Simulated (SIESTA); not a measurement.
GaSb:

```xyz
2
Lattice="0.0000 3.0590 3.0590 3.0590 0.0000 3.0590 3.0590 3.0590 0.0000" Properties=species:S:1:pos:R:3 pbc="T T T"
Sb    4.5885    4.5885    4.5885
Ga    0.0000    0.0000    0.0000
```

Base run:

* Program: SIESTA 5.4.2
* Functional: PBEsol
* Potentials or basis: PseudoDojo 0.4 standard (PBEsol files)
* Basis: DZP (energy shift 0.003 Ry; two zetas on semicore shells)
* Grid cutoff: 800 Ry
* Energy shift: 0.003 Ry
* k mesh: 8 × 8 × 8
* Occupations: fermi-dirac, width 0.05 eV
* Spin: no spin polarisation

Its results: band gap on the k mesh 0.08 eV, direct; pressure 0.1 GPa.

The run is repeated on the same cell with these changes: functional from PBEsol to WC. What comes out?

Band gap on the k mesh none (metal or under the smearing width); pressure 0.2 GPa.

Caveats: the basis of atomic orbitals isn't converged, which shifts pressures, moduli and gaps; spin-orbit coupling is left out, which moves the levels of the heavy elements (some runs); the potentials were made for another functional, which shifts forces and pressure (some runs).

A k mesh can miss the band edges.
